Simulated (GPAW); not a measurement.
# Ti (P6/mmm) in GPAW: single point with PBE

Aim: the single point of Ti with PBE.

Everything below comes from runs of GPAW 26.7.0. Logs are shortened: lines on timing, memory, paths and dates and some standing lists are left out, and cuts for length are marked. The log counts tension as positive stress, the text compression.

## (1) Starting point

The structure is hexagonal, space group P6/mmm (No. 191). Conventional cell: a = 4.567 Å, b = 4.567 Å, c = 2.826 Å, α = 90.00°, β = 90.00°, γ = 120.00°. Around Ti (site symmetry -6m2) lie 11 Ti at 2.64 to 2.99 Å. Ti (site symmetry 6/mmm) is surrounded by 14 Ti at 2.83 to 2.99 Å.

This isn't the form of Ti at room conditions, which is hcp.

## (2) Single point, PBE

run.py

```python
from ase.dft.bandgap import bandgap
from ase.io import read, write
from ase.units import GPa
from gpaw import GPAW, PW

atoms = read('POSCAR')

calc = GPAW(mode=PW(500),
            xc='PBE',
            kpts={'size': (5, 5, 7), 'gamma': True},
            occupations={'name': 'fermi-dirac', 'width': 0.05},
            nbands=34,
            convergence={'density': 1e-05, 'energy': 1e-05},
            maxiter=50,
            txt='gpaw.txt')
atoms.calc = calc
energy = atoms.get_potential_energy()
forces = atoms.get_forces()
stress = atoms.get_stress()
calc.write('gs.gpw')
write('result.traj', atoms)
print(f'Energy: {energy:.6f} eV')
print('Forces (eV/A):')
print(forces.round(4))
print('Stress (GPa):', (stress / GPa).round(3))
print('Fermi level:', round(calc.get_fermi_level(), 4), 'eV')
print(f'Gap: {bandgap(calc)[0]:.4f} eV, direct: {bandgap(calc, direct=True)[0]:.4f} eV')
```

POSCAR

```
Ti
1.0
    4.5673748306      0.0000000000      0.0000000000
   -2.2836874153      3.9554626319      0.0000000000
    0.0000000000      0.0000000000      2.8262442700
Ti
3
Direct
    0.6666666667      0.3333333333      0.5000000000
    0.3333333333      0.6666666667      0.5000000000
    0.0000000000      0.0000000000      0.0000000000
```

Potentials or basis: GPAW PAW data sets (gpaw-data 1.2.1), pw.

Command:

```
OMP_NUM_THREADS=1 python run.py
```

gpaw.txt:

```text
__  _  _
 | _ |_)|_||  |
 |__||  | ||/\| - 26.7.0

Input parameters:
  mode=PW(ecut=500.0),
  convergence={'density': 1e-05, 'energy': 1e-05},
  kpts=MonkhorstPack(size=(5, 5, 7), gamma=True),
  maxiter=50,
  nbands=34,
  occupations=Occupations(name='fermi-dirac', width=0.05),
  xc=XC(name='PBE')

Diagonalizing LCAO Hamiltonian
Converting LCAO to pw mode

         Ti
             Ti

       Ti

Atoms  # Å, Bohr magnetons
|   | symbol |         x |        y |        z |    initial magnetic moments |
|---|--------|-----------|----------|----------|-----------------------------|
| 0 |     Ti |  2.283687 | 1.318488 | 1.413122 | ( 0.0000,  0.0000,  0.0000) |
| 1 |     Ti | -0.000000 | 2.636975 | 1.413122 | ( 0.0000,  0.0000,  0.0000) |
| 2 |     Ti |  0.000000 | 0.000000 | 0.000000 | ( 0.0000,  0.0000,  0.0000) |

Unit cell  # Å
| periodic |         x |        y |        z |  lengths |     angles |
|----------|-----------|----------|----------|----------|------------|
|      yes |  4.567375 | 0.000000 | 0.000000 | 4.567375 |  90.000000 |
|      yes | -2.283687 | 3.955463 | 0.000000 | 4.567375 |  90.000000 |
|      yes |  0.000000 | 0.000000 | 2.826244 | 2.826244 | 120.000000 |

Number of symmetries: 24
Symmetry operations  # r_c * U_cc + t_c -> r_c
|    | kind |            matrix            |
|----|------|------------------------------|
|  0 |  σ   |  1, 1, 0,  0,-1, 0,  0, 0, 1 |
|  1 |  C2  |  1, 1, 0,  0,-1, 0,  0, 0,-1 |
|  2 |  C6  |  1, 1, 0, -1, 0, 0,  0, 0, 1 |
|  3 |  S6  |  1, 1, 0, -1, 0, 0,  0, 0,-1 |
|  4 |  E   |  1, 0, 0,  0, 1, 0,  0, 0, 1 |
|  5 |  σ   |  1, 0, 0,  0, 1, 0,  0, 0,-1 |
|  6 |  σ   |  1, 0, 0, -1,-1, 0,  0, 0, 1 |
|  7 |  C2  |  1, 0, 0, -1,-1, 0,  0, 0,-1 |
|  8 |  σ   |  0, 1, 0,  1, 0, 0,  0, 0, 1 |
|  9 |  C2  |  0, 1, 0,  1, 0, 0,  0, 0,-1 |
| 10 |  C3  |  0, 1, 0, -1,-1, 0,  0, 0, 1 |
| 11 |  S3  |  0, 1, 0, -1,-1, 0,  0, 0,-1 |
| 12 |  C6  |  0,-1, 0,  1, 1, 0,  0, 0, 1 |
| 13 |  S6  |  0,-1, 0,  1, 1, 0,  0, 0,-1 |
| 14 |  σ   |  0,-1, 0, -1, 0, 0,  0, 0, 1 |
| 15 |  C2  |  0,-1, 0, -1, 0, 0,  0, 0,-1 |
| 16 |  σ   | -1, 0, 0,  1, 1, 0,  0, 0, 1 |
| 17 |  C2  | -1, 0, 0,  1, 1, 0,  0, 0,-1 |
| 18 |  C2  | -1, 0, 0,  0,-1, 0,  0, 0, 1 |
| 19 |  i   | -1, 0, 0,  0,-1, 0,  0, 0,-1 |
| 20 |  C3  | -1,-1, 0,  1, 0, 0,  0, 0, 1 |
| 21 |  S3  | -1,-1, 0,  1, 0, 0,  0, 0,-1 |
| 22 |  σ   | -1,-1, 0,  0, 1, 0,  0, 0, 1 |
| 23 |  C2  | -1,-1, 0,  0, 1, 0,  0, 0,-1 |

BZ-sampling:
  Number of BZ points: 175
  Number of IBZ points: 20

  Monkhorst-Pack size: [5, 5, 7]
  Monkhorst-Pack shift: [0, 0, 0]

K-points  # in reciprocal-cell coordinates
|     |                                coordinates |     weight |
|-----|--------------------------------------------|------------|
|   0 | (  0.00000000,   0.00000000,   0.00000000) | 0.00571429 |
|   1 | (  0.00000000,   0.00000000,   0.14285714) | 0.01142857 |
|   2 | (  0.00000000,   0.00000000,   0.28571429) | 0.01142857 |
|   3 | (  0.00000000,   0.00000000,   0.42857143) | 0.01142857 |
|   4 | (  0.20000000,   0.00000000,   0.00000000) | 0.03428571 |
|   5 | (  0.20000000,   0.00000000,   0.14285714) | 0.06857143 |
|   6 | (  0.20000000,   0.00000000,   0.28571429) | 0.06857143 |
|   7 | (  0.20000000,   0.00000000,   0.42857143) | 0.06857143 |
|   8 | (  0.40000000,  -0.20000000,   0.00000000) | 0.03428571 |
|   9 | (  0.40000000,  -0.20000000,   0.14285714) | 0.06857143 |
| ... |                                            |            |
|  19 | (  0.40000000,   0.40000000,   0.42857143) | 0.06857143 |

Plane wave coefficients: 1313
Cutoff: 500.0 eV

Spin-components: 1 (collinear spins)
Bands:           34
Projectors:      18
Spin-degeneracy: 2
Datatype:        complex128

Parallelization:
  kpt:    1
  domain: 1
  band:   1

Density:
  Valence electrons: 36.0
  Components: 1
  Grid points: [24 24 15]
  Charge: 0.0  # |e|

Potential:
  Grid points: [24 24 15]

species:
  Ti:
    name:    Titanium
    Z:       22.0
    valence: 12
    core:    10
    charge:  0.0  # [|e|]
    compensation charges:
      type: gauss
      rc: 0.38  # [Å]
      lmax: 2
    cutoffs:
      filter: 2.23  # [Å]
      core: 1.02  # [Å]
    projectors
    | kind |    occ | energy [eV] | rcut [Å] |
    |------|--------|-------------|----------|
    |   3s |  2.000 |     -62.623 |    1.270 |
    |   4s |  2.000 |      -4.466 |    1.270 |
    |   3p |  6.000 |     -38.862 |    1.058 |
    |   4p |  0.000 |      -1.466 |    1.058 |
    |   3d |  2.000 |      -4.258 |    1.058 |
    |    d |        |      22.953 |    1.058 |

    Using partial waves for Ti as LCAO basis

Reference energy: -69672.042845  # eV

eigensolver:
  PPCG
  Converge bands: occupied
  niter=2

density mixing:
  MSR1-Mixer
  Pratt-step length: 0.05
  Maximum mixing coefficient: 0.75
  Old densities: 10
  SVD Regularization: 0.005
  Good broyden scale: 1.0
  Trust region scale: 1.0
  Backstep threshold: 4.0
  History deletion threshold: 6.0
  Fourier metric: weight=20.0, sigma=0.015

occupation numbers:
  Fermi-Dirac:
    width: 0.0500  # eV

poisson solver:
  ecut: 4000.0  # eV

xc functional:
  name: PBE with 2 nearest neighbor stencil

convergence criteria:
- Maximum integral of absolute [dens]ity change: 1e-05 electrons / valence electron
- Maximum [total energy] change in last 3 cyles: 1e-05 eV / valence electron
- Maximum integral of absolute [eigenst]ate change: 4e-08 eV^2 / valence electron
maximum number of iterations: 50

SCF iterations
|iter     | |      energy | eigst |  dens |
|---------|-|-------------|-------|-------|
|iter:   1| |  -20.720156 | -0.17 |       |
|iter:   2| |  -20.545376 | -2.48 | -1.23 |
|iter:   3| |  -20.757090 | -1.01 | -1.26 |
|iter:   4| |  -20.125490 | -1.66 | -1.17 |
|iter:   5| |  -19.946775 | -2.61 | -1.37 |
|iter:   6| |  -19.963657 | -2.70 | -1.88 |
|iter:   7| |  -19.946271 | -3.17 | -1.97 |
|iter:   8| |  -19.945727 | -4.22 | -2.60 |
|iter:   9| |  -19.945765 | -5.82 | -3.46 |
|iter:  10| |  -19.945784c| -6.63 | -3.88 |
|iter:  11| |  -19.945784c| -7.78c| -4.56 |
|iter:  12| |  -19.945785c| -7.94c| -5.13c|

Converged in 12 steps
Energy contributions relative to reference atoms: (reference = -69672.042845)

Energy contributions:
  Kinetic:          19.476993
  Coulomb:         -18.176054
  Zero:             -0.087587
  External:          0.000000
  Xc:              -21.144717
  Entropy:          -0.028838
  Spinorbit:         0.000000
  ----------------------------
  Free energy:     -19.960204
  Extrapolated:    -19.945785

dipole moment: (-7.279178, -12.607906, -9.008560)  # |e|*Ang

Fermi level: 8.611
Eigenvalues  # (at kpt = [0.000, 0.000, 0.000])
| band index |      eig [eV] | occ [0-2] |
|------------|---------------|-----------|
|          0 |       -48.202 |     2.000 |
|        ... |               |           |
|         10 |       -23.830 |     2.000 |
|         11 |       -23.830 |     2.000 |
|         12 |         2.550 |     2.000 |
|         13 |         6.689 |     2.000 |
|         14 |         7.926 |     2.000 |
|         15 |         7.926 |     2.000 |
|         16 |         8.020 |     2.000 |
|         17 |         8.020 |     2.000 |
|         18 |         8.627 |     0.839 |
|         19 |         9.335 |     0.000 |
|         20 |         9.941 |     0.000 |
|         21 |         9.941 |     0.000 |
|         22 |        10.466 |     0.000 |
|         23 |        10.466 |     0.000 |
|         24 |        10.563 |     0.000 |
|         25 |        10.563 |     0.000 |
|        ... |               |           |
|         33 |        18.152 |     0.000 |

No gap
No difference between direct/indirect transitions

Forces  # eV/Ang
|        x |        y |       z |
|----------|----------|---------|
|  0.00000 | -0.00000 | 0.00000 |  # Ti   0
| -0.00000 |  0.00000 | 0.00000 |  # Ti   1
|  0.00000 |  0.00000 | 0.00000 |  # Ti   2

Stress tensor  # eV/Ang^3
|         x |         y |         z |
|-----------|-----------|-----------|
| -0.004924 | -0.000000 |  0.000000 |
| -0.000000 | -0.004924 |  0.000000 |
|  0.000000 |  0.000000 | -0.006559 |

# Writing to gs.gpw (mode='')
```

Run time: 24 s. Hardware: 1 thread of Arm Neoverse V1, shared host; peak memory 0.16 GiB.

Results:

```yaml
Free_energy: -19.9602 eV
Pressure: 0.9 GPa
Band_gap_on_the_k_mesh: none (metal or under the smearing width)
```

Levels at points of the mesh, in eV from the Fermi level:
| k point | band 14 | band 15 | band 16 | band 17 | band 18 | band 19 | band 20 | band 21 | band 22 | band 23 |
| --- | --- | --- | --- | --- | --- | --- | --- | --- | --- | --- |
| (0.00, 0.00, 0.00) | -1.92 | -0.68 | -0.68 | -0.59 | -0.59 | 0.02 | 0.72 | 1.33 | 1.33 | 1.86 |

Caveat: the cutoff is short for stress and forces, so pressures can be off by a GPa or more.
